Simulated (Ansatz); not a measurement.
Calculated electric field gradients for LiNbO3 at a changed volume

The cell is an entry of the Crystallography Open Database (COD), relaxed with PBE at fixed cell and then changed (volume scaled by 0.96, ions relaxed).

```cif
data_LiNbO3
_symmetry_space_group_name_H-M 'R-3c:H'
_symmetry_Int_Tables_number 167
_cell_length_a 5.0684
_cell_length_b 5.0684
_cell_length_c 13.3163
_cell_angle_alpha 90.000
_cell_angle_beta 90.000
_cell_angle_gamma 120.000
loop_
_atom_site_label
_atom_site_type_symbol
_atom_site_symmetry_multiplicity
_atom_site_Wyckoff_symbol
_atom_site_fract_x
_atom_site_fract_y
_atom_site_fract_z
Li Li 6 a 0.0000 0.0000 0.2500
Nb Nb 6 b 0.0000 0.0000 0.0000
O O 18 e 0.0322 0.3333 0.0833
```

One atom of each set is listed; the run and its k-mesh use a cell of 10 atoms with edges of 5.32, 5.32, 5.32 Å.

All values are calculated (Ansatz; DFT, PBE, plane waves and PAW, scalar-relativistic, 420 eV cutoff, Γ-centred 7×7×7 k-points, Fermi–Dirac smearing 0.02 eV), not measured.

Conventions: |V_zz| ≥ |V_yy| ≥ |V_xx|, η = (V_xx − V_yy)/V_zz, C_Q = eQV_zz/h. ν_Q = 3|C_Q|/[2I(2I − 1)].

⁶Li: I = 1, Q = -0.8080 mb; 93Nb: I = 9/2, Q = -320.0 mb; 17O: I = 5/2, Q = -25.58 mb. Quadrupole moments are those of Pyykkö's year-2017 table.

| site | atoms | first shell | C_Q (MHz) | η | ν_Q (MHz) |
| --- | --- | --- | --- | --- | --- |
| Li | 2 | 3 O at 1.85 Å; also 6 O at 2.74 Å | -0.006 | 0.00 | 0.009 |
| Nb | 2 | 6 O at 1.96 Å | -6.01 | 0.00 | 0.250 |
| O | 6 | 1 Li at 1.85 Å, 2 Nb at 1.96 Å; also 2 Li at 2.74 Å | 0.397 | 0.82 | 0.060 |

An axis of threefold or higher order runs through Li and Nb, so V_zz lies along it and η is zero.

This high-symmetry form of LiNbO3 is unstable when cold, to polar shifts of Li and Nb. The symmetry of the cell holds that distortion back, wholly or in part, and it would change the field gradients, the more the larger the distortion. Without spin–orbit coupling (the program notes it for Nb) the gradients are little affected as a rule: paired runs on crystals with a gap mostly move them by under 2 % at such atoms. With these PAW files V_zz is typically within 2 to 3 % of all-electron values, but misses above 10 % occur on Li. At this changed cell the PBE pressure is 17 GPa.

The relaxation (4 steps) took 11 s of wall time (38 s of CPU time) and 0.54 GiB at its peak, on 4 threads of Arm Neoverse V1 (aarch64; 8 cores open to the job, memory cap 8.0 GiB, no GPU), a shared host with a load of 0.4 a core.
